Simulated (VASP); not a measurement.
A VASP calculation is set up with these files.

File KPOINTS:
```
Automatic mesh
0
Gamma
2 2 2
0 0 0
```

**INCAR**
```
SYSTEM = SrF2
PREC = Accurate
ENCUT = 520
EDIFF = 1E-6
NELM = 25
ALGO = VeryFast
LREAL = .FALSE.
LASPH = .TRUE.
ISMEAR = 0
SIGMA = 0.05
GGA = PE
LMAXMIX = 4
LWAVE = .FALSE.
LCHARG = .FALSE.
ISIF = 2
HFSCREEN = 0.2
AEXX = 0.25
LHFCALC = .TRUE.
PRECFOCK = Fast
ISYM = 3
```

POSCAR:
```
SrF2
1
    0.0000000000     2.9000000000     2.9000000000
    2.9000000000     0.0000000000     2.9000000000
    2.9000000000     2.9000000000     0.0000000000
Sr F
1 2
Direct
  0.0000000000   0.0000000000   0.0000000000
  0.2500000000   0.2500000000   0.2500000000
  0.7500000000   0.7500000000   0.7500000000
```

POTCAR, in this order: Sr_sv F (PBE.64 set). Program: vasp_std.

The run wrote:

**standard output**
```
 POSCAR found type information on POSCAR SrF
 POSCAR found :  2 types and       3 ions
 Reading from existing POTCAR
 Reading from existing POTCAR
 LDA part: xc-table for (Slater+PW92), standard interpolation
 POSCAR, INCAR and KPOINTS ok, starting setup
 WAVECAR not read
 entering main loop
       N       E                     dE             d eps       ncg     rms          rms(c)
RMM:   1    -0.360929009195E+03   -0.36093E+03   -0.10285E+04    48   0.128E+03
RMM:   2    -0.613552383518E+03   -0.25262E+03   -0.27883E+03    48   0.338E+02
RMM:   3    -0.673104115450E+03   -0.59552E+02   -0.76835E+02    48   0.179E+02
RMM:   4    -0.687516819875E+03   -0.14413E+02   -0.22664E+02    48   0.104E+02
RMM:   5    -0.686307595535E+03    0.12092E+01   -0.78040E+01    48   0.543E+01
RMM:   6    -0.684635807289E+03    0.16718E+01   -0.22389E+01    48   0.285E+01
RMM:   7    -0.683796891590E+03    0.83892E+00   -0.93323E+00    48   0.190E+01
RMM:   8    -0.683545063942E+03    0.25183E+00   -0.56651E+00    48   0.146E+01
RMM:   9    -0.683463515750E+03    0.81548E-01   -0.51854E+00   156   0.123E+01
RMM:  10    -0.683615051017E+03   -0.15154E+00   -0.40539E+00   160   0.929E+00
RMM:  11    -0.683601131189E+03    0.13920E-01   -0.39679E+00   163   0.896E+00
RMM:  12    -0.683615653242E+03   -0.14522E-01   -0.39672E+00   166   0.876E+00    0.505E+01
RMM:  13     0.132274369449E+03    0.81589E+03   -0.82963E+01   192   0.651E+01    0.186E+01
RMM:  14     0.124988436685E+03   -0.72859E+01   -0.16040E+01   161   0.271E+01    0.709E+00
RMM:  15     0.128398350568E+03    0.34099E+01   -0.59480E+00   156   0.101E+01    0.396E+00
RMM:  16     0.128077481556E+03   -0.32087E+00   -0.54060E+00   158   0.897E+00    0.250E+00
RMM:  17     0.128314186107E+03    0.23670E+00   -0.56714E+00   163   0.908E+00    0.125E+00
RMM:  18     0.128124108794E+03   -0.19008E+00   -0.55625E+00   165   0.870E+00    0.996E-01
RMM:  19     0.128345663689E+03    0.22155E+00   -0.58318E+00   169   0.898E+00    0.518E-01
RMM:  20     0.128152581207E+03   -0.19308E+00   -0.56140E+00   170   0.865E+00    0.518E-01
RMM:  21     0.128344404845E+03    0.19182E+00   -0.58807E+00   173   0.894E+00    0.349E-01
RMM:  22     0.128176706590E+03   -0.16770E+00   -0.56522E+00   175   0.864E+00    0.350E-01
RMM:  23     0.128336155591E+03    0.15945E+00   -0.58441E+00   173   0.894E+00    0.293E-01
RMM:  24     0.128191409260E+03   -0.14475E+00   -0.56520E+00   176   0.869E+00    0.301E-01
RMM:  25     0.128335405264E+03    0.14400E+00   -0.58262E+00   178   0.896E+00

 -----------------------------------------------------------------------------
|                                                                             |
|           W    W    AA    RRRRR   N    N  II  N    N   GGGG   !!!           |
|           W    W   A  A   R    R  NN   N  II  NN   N  G    G  !!!           |
|           W    W  A    A  R    R  N N  N  II  N N  N  G       !!!           |
|           W WW W  AAAAAA  RRRRR   N  N N  II  N  N N  G  GGG   !            |
|           WW  WW  A    A  R   R   N   NN  II  N   NN  G    G                |
|           W    W  A    A  R    R  N    N  II  N    N   GGGG   !!!           |
|                                                                             |
|     The electronic self-consistency was not achieved in the given           |
|     number of steps (NELM). The forces and other quantities evaluated       |
|     might not be reliable so examine the results carefully. If you find     |
|     spurious results, we suggest increasing NELM, if you were close to      |
|     convergence or switching to a different ALGO or adjusting the           |
|     density mixing parameters otherwise.                                    |
|                                                                             |
 -----------------------------------------------------------------------------

   1 F= 0.12833541E+03 E0= 0.12833541E+03  d E =-.117770E-12
```

OUTCAR:
```
------------------------ aborting loop EDIFF was not reached (unconverged)  ----------------------------
  FORCE on cell =-STRESS in cart. coord.  units (eV):
  Direction    XX          YY          ZZ          XY          YZ          ZX
  --------------------------------------------------------------------------------------
  Total      -40.9931441    -40.9931441    -40.9931441     -0.0000000      0.0000000     -0.0000000
  in kB    -1346.4735355  -1346.4735355  -1346.4735355     -0.0000000      0.0000000     -0.0000000
  external PRESSURE =   -1346.4735355 kB  Pullay stress =       0.0000000 kB
  volume of cell :       48.78
      direct lattice vectors                 reciprocal lattice vectors
     0.000000000  2.900000000  2.900000000    -0.172413793  0.172413793  0.172413793
     2.900000000  0.000000000  2.900000000     0.172413793 -0.172413793  0.172413793
     2.900000000  2.900000000  0.000000000     0.172413793  0.172413793 -0.172413793
 POSITION                                       TOTAL-FORCE (eV/Angst)
 -----------------------------------------------------------------------------------
      0.00000      0.00000      0.00000         0.000000     -0.000000     -0.000000
      1.45000      1.45000      1.45000         0.000000      0.000000      0.000000
      4.35000      4.35000      4.35000        -0.000000     -0.000000     -0.000000
 -----------------------------------------------------------------------------------
    total drift:                                0.193677      0.092902      0.167497
  FREE ENERGIE OF THE ION-ELECTRON SYSTEM (eV)
  ---------------------------------------------------
  free  energy   TOTEN  =       128.3354052643 eV

  energy  without entropy=      128.3354052643  energy(sigma->0) =      128.33540526

  exchange ACFDT corr.  =        -0.00000000  see jH, gK, PRB 81, 115126
```
(Selected blocks of OUTCAR.)

Read input and log: which fault does this run have?
(A) the Γ-only program was given a k-mesh
(B) simple mixing (IMIX = 1) with AMIX above 1 overshoots
(C) fractional coordinates stand under the word Cartesian
(D) a hybrid functional was run with ALGO = VeryFast

D, a hybrid functional was run with ALGO = VeryFast. The run did not converge; its last values are not results. Against the sound run, the energy per atom (σ→0) increases by 49.597 eV/atom; the pressure falls by 135.30 GPa; the band gap falls by 3.34 eV.

To mend it, set ALGO = Normal.

The mended run (HSE06 screened hybrid, plane waves, VASP's PBE PAW potentials (set 64)) converges, and its OSZICAR ends with
```
   1 F= -.20454343E+02 E0= -.20454343E+02  d E =-.700315E-13
```

The compound is SrF2 in the fluorite structure. The cell was not relaxed at this level.
